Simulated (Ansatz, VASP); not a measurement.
## Rh: VASP beside Ansatz

File INCAR:

```
ALGO = Normal ; EDIFF = 1E-7
ENCUT = 520 ; GGA = PE
ISIF = 2 ; ISMEAR = 0
LASPH = T ; LCHARG = T
LELF = T ; LREAL = F
LVHAR = T ; LWAVE = F
NBANDS = 14 ; NELM = 100
PREC = Accurate ; SIGMA = 0.15
```

Contents of KPOINTS:

```
k-points
0
Gamma
  22 22 22
```

Contents of POSCAR:

```
Rh
1.0
    0.0000000000      1.8803609538      1.8803609538
    1.8803609538      0.0000000000      1.8803609538
    1.8803609538      1.8803609538      0.0000000000
Rh
1
Direct
    0.0000000000      0.0000000000      0.0000000000
```

Input for Ansatz:

```yaml
crystal:
  lattice:
    - [0.0, 1.8803609538, 1.8803609538]
    - [1.8803609538, 0.0, 1.8803609538]
    - [1.8803609538, 1.8803609538, 0.0]
  atoms:
    - { symbol: Rh, position: [0.0, 0.0, 0.0] }
basis:
  ecutwfc: 420
kpoints:
  mp_grid: { grid: [22, 22, 22] }
hamiltonian:
  xc: pbe
  pseudopotentials: { kind: paw, azcp: { folder: soft_1 } }
scf:
  occupations: { method: gaussian, width: 0.15 }
output:
  forces: true
  stress: true
  eigenvalues: true
  write_density: true
  write_potential: true
  elf: true
  volumetric_format: npy
```

Alike in both runs: task single point; functional PBE; k mesh 22 × 22 × 22; occupations gaussian, width 0.15 eV; no spin polarisation.

```csv
,VASP,Ansatz
version,VASP 6.6.1,Ansatz 0.2.0
potentials or method,"VASP PAW PBE potentials, release 64 (Rh_pv)","scalar-relativistic, plane waves, PAW"
plane-wave cutoff (eV),520,420
valence electrons in the cell,15,17
```

```csv
,VASP,Ansatz,Ansatz less VASP
gap on the k mesh at the Fermi level (eV),none,none,-
pressure (GPa),16.4,16.3,-0.02
```

A gap of «none» marks a metal or a gap that the smearing closes. The two sets of potentials don't hold the same shells in valence.

Caveats: so large a pressure means that the cell lies far from this level's equilibrium, or that cutoff or potentials fall short (VASP).
